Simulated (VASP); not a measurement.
Write the native input for VASP 6.6.1 that does the following.

| Property | Result |
| --- | --- |
| Task | relaxation of cell and atoms |
| Functional | PBEsol |
| Potentials or basis | VASP PAW PBE potentials, release 64 (Pb_d, Se) |
| Cutoff | 600 eV |
| k mesh | 8 × 8 × 8 |
| Occupations | fermi-dirac, width 0.05 eV |
| Spin | no spin polarisation |
| Further INCAR settings | ALGO = Normal; EDIFF = 1e-06; IBRION = 2; EDIFFG = -0.005; NSW = 60; ISIF = 3 |

The structure of PbSe (Clausthalite) lies in POSCAR:

```
PbSe
1.0
    0.0000000000      3.0606500000      3.0606500000
    3.0606500000      0.0000000000      3.0606500000
    3.0606500000      3.0606500000      0.0000000000
Pb Se
1 1
Direct
    0.0000000000      0.0000000000      0.0000000000
    0.5000000000      0.5000000000      0.5000000000
```

These files were run (other wordings do the same):

INCAR

```
SYSTEM = PbSe
PREC = Accurate
ENCUT = 600
EDIFF = 1E-6
ISMEAR = -1
SIGMA = 0.05
LREAL = .False.
LASPH = .True.
NELM = 60
ALGO = Normal
ISIF = 3
LWAVE = .False.
LCHARG = .False.
GGA = PS
IBRION = 2
NSW = 60
EDIFFG = -0.005
```

KPOINTS

```
regular mesh
0
Gamma
  8 8 8
  0 0 0
```

Potentials or basis: VASP PAW PBE potentials, release 64 (Pb_d, Se).

Run with:

```bash
$ cat potpaw_PBE.64/Pb_d/POTCAR potpaw_PBE.64/Se/POTCAR > POTCAR
$ mpirun -np 1 vasp_std > vasp.out
```

Results of the run:

| Quantity | Value |
| --- | --- |
| Relaxed volume | 28.42 Å³/atom |
| Relaxed cell | a = 4.316 Å, b = 4.316 Å, c = 4.316 Å, α = 60.00°, β = 60.00°, γ = 60.00° |
| Space group after relaxing (to 0.05 Å) | Fm-3m (No. 225) |
| Energy gained by relaxing | 0.4 meV/atom |
| Ionic steps | 3 |
| Pressure after relaxing | 0.0 GPa |
| Band gap on the k mesh | 0.17 eV, direct |

Caveat: the PAW data sets were made with another functional, which shifts forces and pressure a little; spin-orbit coupling is left out, which as a rule narrows the gap of such compounds by several tenths of an eV.

It took 43 s on 1 thread of Intel(R) Xeon(R) Platinum 8559C (Emerald Rapids), on a shared host, peak memory 0.21 GiB.
